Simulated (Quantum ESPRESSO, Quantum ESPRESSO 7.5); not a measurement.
**2H-WSe2, 2 layers, AA' stacking: a series in the share of short-range exact exchange**

What law, if any, do the results for 2H-WSe2, 2 layers, AA' stacking follow against the share of short-range exact exchange?

Calculated with Quantum ESPRESSO 7.5; plane-wave DFT, PBE, SG15 norm-conserving pseudopotentials (geometry by pw.x at PBE-D3(BJ), GBRV ultrasoft).

### 1. Starting point

The cell holds 6 atoms: 4 Se and 2 W. Its edges and angles: a = 3.320 Å, b = 3.320 Å, c = 25.681 Å, α = 90.0°, β = 90.0°, γ = 120.0°. It derives from WSe2. Vacuum lies along c.

Set-up: Cell and atoms are relaxed under PBE-D3(BJ) (GBRV files) and held. Screened hybrids with norm-conserving files, screening 0.106 per bohr, fixed occupations, a 9×9×1 mesh with exchange on 3×3×1 q points. Levels count from the potential in the middle of the vacuum.

### 2. Relaxing cell and ions of the reference

What the set-up leaves free in this member is relaxed.

File ref.relax.in:

```
&control
  prefix = 'ref.relax'
  outdir = './out'
  pseudo_dir = './pseudo'
  nstep = 80
  forc_conv_thr = 0.0004
  calculation = 'vc-relax'
  etot_conv_thr = 1e-06
/
&system
  ibrav = 0
  nat = 6
  ntyp = 2
  ecutwfc = 50
  ecutrho = 250
  vdw_corr = 'grimme-d3'
  dftd3_version = 4
  occupations = 'smearing'
  smearing = 'fd'
  degauss = 0.004
/
&electrons
  conv_thr = 1e-09
  mixing_beta = 0.4
  electron_maxstep = 120
  mixing_mode = 'plain'
/
&ions
/
&cell
  cell_dofree = '2Dxy'
  press_conv_thr = 0.3
/
ATOMIC_SPECIES
  Se  78.9710  se_pbe_v1.uspp.F.UPF
  W   183.8400  w_pbe_v1.2.uspp.F.UPF
CELL_PARAMETERS angstrom
  3.32000000000000 0.00000000000000 0.00000000000000
  -1.66000000000000 2.87520434056434 0.00000000000000
  0.00000000000000 0.00000000000000 25.68069586780981
ATOMIC_POSITIONS crystal
  Se  0.333333333300 0.666666666700 0.292048160946
  W   0.000000000000 0.000000000000 0.364872276639
  Se  0.333333333300 0.666666666700 0.437696392332
  Se  0.000000000000 0.000000000000 0.562303607668
  W   0.333333333300 0.666666666700 0.635127723361
  Se  0.000000000000 0.000000000000 0.707951839054
K_POINTS automatic
  12 12 1 0 0 0
```

The run is started by

```bash
$ OMP_NUM_THREADS=1 mpirun -n 8 pw.x -nk 8 -in ref.relax.in > ref.relax.out
```

Output:

```text
Program PWSCF v.7.5 starts
[citation notice left out]

     Parallel version (MPI & OpenMP), running on       8 processor cores
     Number of MPI processes:                 8
     Threads/MPI process:                     1

     MPI processes distributed on     1 nodes
[...]
Current dimensions of program PWSCF are:
     Max number of different atomic species (ntypx) = 10
     Max number of k-points (npk) =  40000
     Max angular momentum in pseudopotentials (lmaxx) =  4
     Message from routine setup:
     using ibrav=0 with symmetry is DISCOURAGED, use correct ibrav instead

     K-points division:     npool     =       8
     Subspace diagonalization in iterative solution of the eigenvalue problem:
     a serial algorithm will be used

     G-vector sticks info
     --------------------
     sticks:   dense  smooth     PW     G-vecs:    dense   smooth      PW
     Sum         673     547    163               110297    79065   13001

     Using Slab Decomposition

     bravais-lattice index     =            0
     lattice parameter (alat)  =       6.2739  a.u.
     unit-cell volume          =    1654.2845 (a.u.)^3
     number of atoms/cell      =            6
     number of atomic types    =            2
     number of electrons       =        52.00
     number of Kohn-Sham states=           31
     kinetic-energy cutoff     =      50.0000  Ry
     charge density cutoff     =     250.0000  Ry
     scf convergence threshold =      1.0E-09
     mixing beta               =       0.4000
     number of iterations used =            8  plain     mixing
     energy convergence thresh.=      1.0E-06
     force convergence thresh. =      4.0E-04
     press convergence thresh. =      3.0E-01
     Exchange-correlation= SLA  PW   PBE  PBE
                           (   1   4   3   4   0   0   0)
     nstep                     =           80

     celldm(1)=   6.273891  celldm(2)=   0.000000  celldm(3)=   0.000000
     celldm(4)=   0.000000  celldm(5)=   0.000000  celldm(6)=   0.000000

     crystal axes: (cart. coord. in units of alat)
               a(1) = (   1.000000   0.000000   0.000000 )
               a(2) = (  -0.500000   0.866025   0.000000 )
               a(3) = (   0.000000   0.000000   7.735149 )

     reciprocal axes: (cart. coord. in units 2 pi/alat)
               b(1) = (  1.000000  0.577350 -0.000000 )
               b(2) = (  0.000000  1.154701  0.000000 )
               b(3) = (  0.000000 -0.000000  0.129280 )

     PseudoPot. # 1 for Se read from file:
     ./pseudo/se_pbe_v1.uspp.F.UPF
     Pseudo is Ultrasoft + core correction, Zval =  6.0
     Generated by new atomic code, or converted to UPF format
     Using radial grid of  877 points,  6 beta functions with:
                l(1) =   0
                l(2) =   0
                l(3) =   1
                l(4) =   1
                l(5) =   2
                l(6) =   2
     Q(r) pseudized with  8 coefficients,  rinner =    1.300   1.300   1.300
                                                       1.300   1.300

     PseudoPot. # 2 for W  read from file:
     ./pseudo/w_pbe_v1.2.uspp.F.UPF
     Pseudo is Ultrasoft + core correction, Zval = 14.0
     Generated by new atomic code, or converted to UPF format
     Using radial grid of  923 points,  8 beta functions with:
                l(1) =   0
                l(2) =   0
                l(3) =   0
                l(4) =   1
                l(5) =   1
                l(6) =   2
                l(7) =   2
                l(8) =   3
     Q(r) pseudized with  6 coefficients,  rinner =    1.350   1.350   1.350
                                                       1.350   1.350   1.350
                                                       1.350

     atomic species   valence    mass     pseudopotential
     Se                6.00    78.97100     Se( 1.00)
     W                14.00   183.84000     W ( 1.00)

     12 Sym. Ops., with inversion, found ( 6 have fractional translation)

   Cartesian axes

     site n.     atom                  positions (alat units)
         1        Se     tau(   1) = (  -0.0000000   0.5773503   2.2590361  )
         2        W      tau(   2) = (   0.0000000   0.0000000   2.8223416  )
         3        Se     tau(   3) = (  -0.0000000   0.5773503   3.3856470  )
         4        Se     tau(   4) = (   0.0000000   0.0000000   4.3495024  )
         5        W      tau(   5) = (  -0.0000000   0.5773503   4.9128078  )
         6        Se     tau(   6) = (   0.0000000   0.0000000   5.4761132  )

     --------------------------------------------
     DFT-D3 Dispersion Correction (3-body terms):
     --------------------------------------------
       Reference C6 values for interpolation:

         atom   Coordination number   C6
         Se         0.000           427.35
         Se         0.990           427.57
         Se         1.981           421.05
         W          0.000          1628.72
         W          1.929          1086.81
         W         10.915           796.19

       Values used:

         atom   Coordination number  R0_AB[au]  C6      C8
         Se         3.683            3.332    421.05  29958.36
         W          8.392            3.766    796.19 128250.55
         Se         3.790            3.332    421.05  29958.36
         Se         3.790            3.332    421.05  29958.36
         W          8.392            3.766    796.19 128250.55
         Se         3.683            3.332    421.05  29958.36

         Molecular C6 ( Ry / a.u.^6 ) =     19173.74

     number of k points=    19  Fermi-Dirac smearing, width (Ry)=  0.0040
                       cart. coord. in units 2pi/alat
        k(    1) = (   0.0000000   0.0000000   0.0000000), wk =   0.0138889
        k(    2) = (   0.0000000   0.0962250   0.0000000), wk =   0.0833333
        k(    3) = (   0.0000000   0.1924501   0.0000000), wk =   0.0833333
        k(    4) = (   0.0000000   0.2886751   0.0000000), wk =   0.0833333
        k(    5) = (   0.0000000   0.3849002   0.0000000), wk =   0.0833333
        k(    6) = (   0.0000000   0.4811252   0.0000000), wk =   0.0833333
        k(    7) = (   0.0000000  -0.5773503   0.0000000), wk =   0.0416667
        k(    8) = (   0.0833333   0.1443376   0.0000000), wk =   0.0833333
        k(    9) = (   0.0833333   0.2405626   0.0000000), wk =   0.1666667
        k(   10) = (   0.0833333   0.3367877   0.0000000), wk =   0.1666667
[...]
k(   19) = (   0.3333333   0.5773503   0.0000000), wk =   0.0277778

     Dense  grid:   110297 G-vectors     FFT dimensions: (  36,  36, 250)

[...]
negative rho (up, down):  1.374E-01 0.000E+00

     total cpu time spent up to now is       71.0 secs

     total energy              =    -493.08732577 Ry
     estimated scf accuracy    <       0.00764205 Ry

[...]
iteration # 12     ecut=    50.00 Ry     beta= 0.40
[...]
negative rho (up, down):  1.373E-01 0.000E+00

[...]
End of self-consistent calculation

[...]
the Fermi energy is     3.7509 ev

!    total energy              =    -493.09039185 Ry
     estimated scf accuracy    <          9.1E-10 Ry
     smearing contrib. (-TS)   =      -0.00000013 Ry
     internal energy E=F+TS    =    -493.09039172 Ry

     The total energy is F=E-TS. E is the sum of the following terms:
     one-electron contribution =   -2260.55908255 Ry
     hartree contribution      =    1137.09001409 Ry
     xc contribution           =    -201.30061569 Ry
     ewald contribution        =     831.84230676 Ry
     DFT-D3 Dispersion         =      -0.16301433 Ry

     convergence has been achieved in  12 iterations

     negative rho (up, down):  1.373E-01 0.000E+00

     Forces acting on atoms (cartesian axes, Ry/au):

     atom    1 type  1   force =     0.00000000    0.00000000    0.03984565
     atom    2 type  2   force =    -0.00000000   -0.00000000    0.00168363
     atom    3 type  1   force =     0.00000000    0.00000000   -0.03747723
     atom    4 type  1   force =    -0.00000000    0.00000000    0.03747723
     atom    5 type  2   force =     0.00000000    0.00000000   -0.00168363
     atom    6 type  1   force =    -0.00000000    0.00000000   -0.03984565

     Total force =     0.077396     Total SCF correction =     0.000201

     Computing stress (Cartesian axis) and pressure

     negative rho (up, down):  1.373E-01 0.000E+00
          total   stress  (Ry/bohr**3)                   (kbar)     P=      -24.02
  -0.00006455   0.00000000   0.00000000           -9.50        0.00        0.00
   0.00000000  -0.00006455   0.00000000            0.00       -9.50        0.00
  -0.00000000  -0.00000000  -0.00036065           -0.00       -0.00      -53.05

     Energy error            =      2.9E-02 Ry
     Gradient error          =      4.0E-02 Ry/Bohr
     Cell gradient error     =      9.5E+00 kbar

     number of scf cycles    =   3
     number of bfgs steps    =   2

     enthalpy           old  =    -493.0612821810 Ry
     enthalpy           new  =    -493.0903918500 Ry

     CASE: enthalpy          _new < enthalpy          _old

     new trust radius        =       0.1143486636 bohr
     new conv_thr            =       0.0000000010 Ry

     new unit-cell volume =   1579.01775 a.u.^3 (   233.98629 Ang^3 )
     density =      4.85107 g/cm^3

CELL_PARAMETERS (angstrom)
   3.243594055  -0.000000000   0.000000000
  -1.621797027   2.809034851   0.000000000
   0.000000000   0.000000000  25.680695868

ATOMIC_POSITIONS (crystal)
Se               0.3333333333        0.6666666667        0.2988102890
W                0.0000000000        0.0000000000        0.3649783935
Se               0.3333333333        0.6666666667        0.4311935983
Se              -0.0000000000       -0.0000000000        0.5688064017
W                0.3333333333        0.6666666667        0.6350216065
Se               0.0000000000        0.0000000000        0.7011897110

[...]
NEW-OLD atomic charge density approx. for the potential
     New effective cutoffs (rho, wfc):  261.23   52.37

     negative rho (up, down):  1.379E-01 0.000E+00

     total cpu time spent up to now is       95.2 secs

     per-process dynamical memory:   126.7 Mb

[...]
!    total energy              =    -493.09831994 Ry
[...]
Total force =     0.006961     Total SCF correction =     0.000074
[...]
number of bfgs steps    =   3
[...]
new trust radius        =       0.0218961641 bohr
[...]
!    total energy              =    -493.09907023 Ry
[...]
Total force =     0.007542     Total SCF correction =     0.000001
[...]
number of bfgs steps    =   4
[...]
new trust radius        =       0.0318674978 bohr
[...]
!    total energy              =    -493.09974720 Ry
[...]
Total force =     0.010850     Total SCF correction =     0.000002
[...]
number of bfgs steps    =   5
[...]
new trust radius        =       0.0370461776 bohr
[...]
!    total energy              =    -493.10236498 Ry
[...]
Total force =     0.019072     Total SCF correction =     0.000003
[...]
number of bfgs steps    =  17
[...]
new trust radius        =       0.0126103213 bohr
[...]
Self-consistent Calculation

     iteration #  1     ecut=    50.00 Ry     beta= 0.40
     Davidson diagonalization with overlap
     ethr =  1.00E-06,  avg # of iterations =  4.9

     Threshold (ethr) on eigenvalues was too large:
     Diagonalizing with lowered threshold

     Davidson diagonalization with overlap
     ethr =  2.88E-08,  avg # of iterations =  4.2

     negative rho (up, down):  1.410E-01 0.000E+00

     total cpu time spent up to now is      482.6 secs

     total energy              =    -493.10253542 Ry
     estimated scf accuracy    <       0.00003556 Ry

[...]
iteration #  8     ecut=    50.00 Ry     beta= 0.40
[...]
negative rho (up, down):  1.410E-01 0.000E+00

[...]
End of self-consistent calculation

          k = 0.0000 0.0000 0.0000 (  9847 PWs)   bands (ev):

   -71.0549 -71.0549 -35.3059 -35.3059 -35.1702 -35.1702 -35.1702 -35.1702
   -11.9727 -11.8326 -10.7345 -10.5143  -3.6347  -3.0476   0.1419   0.6233
     0.6233   0.6327   0.6327   1.3317   1.7583   1.7583   1.7880   1.7880
     2.4072   3.1034   5.9461   5.9461   5.9863   5.9863   6.1028

          k = 0.0000 0.0973 0.0000 (  9779 PWs)   bands (ev):

   -71.0542 -71.0542 -35.3028 -35.3028 -35.1864 -35.1864 -35.1740 -35.1740
   -11.8668 -11.7270 -10.6778 -10.4633  -3.5004  -2.9135   0.0065   0.3011
     0.3172   0.7242   0.7377   0.9420   1.5763   1.6094   1.7393   1.9096
     2.4080   2.9831   5.6996   5.7322   5.7432   5.8202   5.9265

          k = 0.0000 0.1946 0.0000 (  9814 PWs)   bands (ev):

   -71.0523 -71.0523 -35.2944 -35.2943 -35.2304 -35.2304 -35.1843 -35.1843
   -11.5626 -11.4245 -10.5153 -10.3180  -3.1264  -2.5447  -0.4799  -0.4426
    -0.3477   0.2651   1.0001   1.0275   1.1546   1.1922   1.4972   1.8275
     2.3085   2.5656   5.0159   5.2958   5.5159   5.6179   5.7648

          k = 0.0000 0.2920 0.0000 (  9852 PWs)   bands (ev):

   -71.0496 -71.0496 -35.2899 -35.2899 -35.2829 -35.2828 -35.1984 -35.1984
   -11.1027 -10.9704 -10.2714 -10.1032  -2.6422  -2.1239  -1.3879  -1.2681
    -0.8786  -0.5303   0.6786   0.7261   1.0995   1.3821   1.4281   1.4818
     1.9712   2.0417   4.7554   5.1794   5.3426   5.4781   5.6966

          k = 0.0000 0.3893 0.0000 (  9872 PWs)   bands (ev):

   -71.0470 -71.0470 -35.3488 -35.3487 -35.2713 -35.2713 -35.2124 -35.2124
   -10.5687 -10.4509  -9.9941  -9.8665  -2.6688  -2.4686  -1.8628  -1.4935
    -1.4211  -1.1697   0.2845   0.3360   0.8021   1.1326   1.6511   1.7299
     1.7847   1.8119   4.9725   5.2595   5.3446   5.3550   6.0786

          k = 0.0000 0.4866 0.0000 (  9888 PWs)   bands (ev):

   -71.0450 -71.0450 -35.3914 -35.3914 -35.2629 -35.2628 -35.2227 -35.2227
   -10.1013 -10.0105  -9.7593  -9.6804  -3.2743  -3.1158  -2.1428  -1.9876
    -1.4690  -1.0985   0.0291   0.0830   0.6898   0.9074   1.7271   1.8713
     1.9414   2.0601   5.3616   5.4067   5.4111   5.6459   6.3709

[...]
-71.0437 -71.0437 -35.3877 -35.3876 -35.2633 -35.2633 -35.
[key lines of the parts left out:]
total energy              =    -493.10254953 Ry
the Fermi energy is     3.7443 ev
convergence has been achieved in  11 iterations
```

Run time: 11 min. Hardware: 8 MPI ranks of Arm Neoverse V2, shared host; peak memory 2 GiB; 84 min of CPU time.

Step by step (22 of 24):

```
step  energy less that of the first step (eV)  largest force (eV/Å)  volume (Å³)
   1                                   0.0000                2.6178       245.14
   2                                  -0.5934                1.9318       240.84
   3                                  -0.9894                1.0245       236.80
   4                                  -1.0973                0.1122       233.99
   5                                  -1.1075                0.1223       235.28
   6                                  -1.1167                0.1703       237.16
   8                                  -1.1242                0.0526       239.81
   9                                  -1.1245                0.0520       239.83
  10                                  -1.1249                0.0723       239.81
  11                                  -1.1256                0.0932       239.78
  12                                  -1.1267                0.1158       239.75
  13                                  -1.1283                0.1412       239.71
  14                                  -1.1309                0.1701       239.67
  15                                  -1.1346                0.2026       239.62
  16                                  -1.1400                0.2359       239.57
  17                                  -1.1468                0.2618       239.53
  19                                  -1.1548                0.1959       239.66
  20                                  -1.1578                0.1082       239.81
  21                                  -1.1591                0.0016       239.96
  22                                  -1.1591                0.0002       239.96
  23                                  -1.1591                0.0000       239.96
  24                                  -1.1567                0.0001       239.96
```

```csv
cell as run,before,after,change
a (Å),3.320,3.285,-1.1 %
b (Å),3.320,3.285,-1.1 %
```

The atoms that moved most (Å, along periodic axes as changes of fractional coordinates times the final cell, across vacuum about the mean position):

```
atom     dx     dy      dz  length
 Se6  0.000  0.000  -0.428   0.428
 Se1  0.000  0.000   0.428   0.428
  W5  0.000  0.000  -0.243   0.243
  W2  0.000  0.000   0.243   0.243
 Se3  0.000  0.000   0.059   0.059
 Se4  0.000  0.000  -0.059   0.059
```

 The last row is no step: it is a fresh SCF in the final cell with a new plane-wave basis, +2 meV from the row before.

Numbers from this step:

| Item | Value |
| --- | --- |
| free energy | -6709.0038 eV |
| Fermi energy | 3.712 eV |

(Continued in part 2 of 3.)

[Logs are printed without paths, hosts, clocks, repeated set-up lines and the standing remarks that a program may print on its own settings, such as how far it seeks lower states.]

[Hosts, paths, dates, database ids (printed as entryN), source tags and the programs' standing remarks are cut or masked in the printed files.]

[Maps of the electrostatic potential energy from Ansatz leave out the sawtooth potential of an applied field or a dipole correction, so their vacuum need not be flat; planar profiles and work functions include it.]
